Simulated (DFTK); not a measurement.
A run of DFTK 0.8.2 is set up as follows.

run.jl

```julia
using DFTK
using PseudoPotentialData
using Unitful, UnitfulAtomic
using LinearAlgebra, Printf
include("save.jl")
disable_threading()

# lattice vectors are the columns
lattice = austrip(1u"Å") * [           0.0   2.1922454667   2.1922454667;
             2.3656004428            0.0   2.3656004428;
             3.9098401324   3.9098401324            0.0]
symbols   = [:I]
positions = [[0.0, 0.0, 0.0]]
pseudopotentials = PseudoFamily("dojo.nc.sr.pbe.v0_4_1.standard.upf")
elements = Dict(s => ElementPsp(s, pseudopotentials) for s in unique(symbols))
atoms    = [elements[s] for s in symbols]

build_model(lattice, positions; symmetries=true) =
    model_DFT(lattice, atoms, positions;
              functionals=PBE(),
              temperature=austrip(0.05u"eV"),
              smearing=Smearing.FermiDirac(),
              symmetries)
Ecut  = 35.0  # hartree
kgrid = [9, 9, 9]
tol   = 1e-6
to_GPa = ustrip(uconvert(u"GPa", 1u"hartree/bohr^3"))

model = build_model(lattice, positions)
basis = PlaneWaveBasis(model; Ecut, kgrid)
display(basis)
scfres = self_consistent_field(basis;
                               tol,
                               nbandsalg=AdaptiveBands(model; n_bands_converge=8))
display(scfres.energies)
@printf "Fermi level: %.6f eV\n" ustrip(auconvert(u"eV", something(scfres.εF, NaN)))
forces = compute_forces_cart(scfres)
println("Forces (eV/Å)")
for (s, f) in zip(symbols, forces)
    @printf "%-3s %12.6f %12.6f %12.6f\n" s ustrip.(auconvert.(u"eV/Å", f))...
end
stress = compute_stresses_cart(scfres)
println("Stress (GPa)")
display(round.(stress * to_GPa; digits=4))
println("Levels at the first k-point (eV): ", round.(ustrip.(auconvert.(u"eV", scfres.eigenvalues[1][1:scfres.n_bands_converge])); digits=4))
save_scf!(scfres; forces, stress)
```

Potentials or basis: dojo.nc.sr.pbe.v0_4_1.standard.upf (PBE).

The run is started by

```console
$ julia --threads=1 run.jl  # save.jl only writes the numbers to a file and isn't shown; printed stress counts tension as positive; times include loading and compiling
```

Task: Estimate the band gap on the k mesh.

Result: None (metal or under the smearing width).

Task: What does it give for the pressure?

Result: 0.5 GPa.

Stress tensor (GPa, compression positive):
```
0.47 0.00 0.00
0.00 0.25 0.00
0.00 0.00 0.78
```

Caveat: an odd number of electrons without spin polarisation forces a metal; a magnetic or distorted state may lie lower. Spin-orbit coupling is left out, which matters for the levels of I.
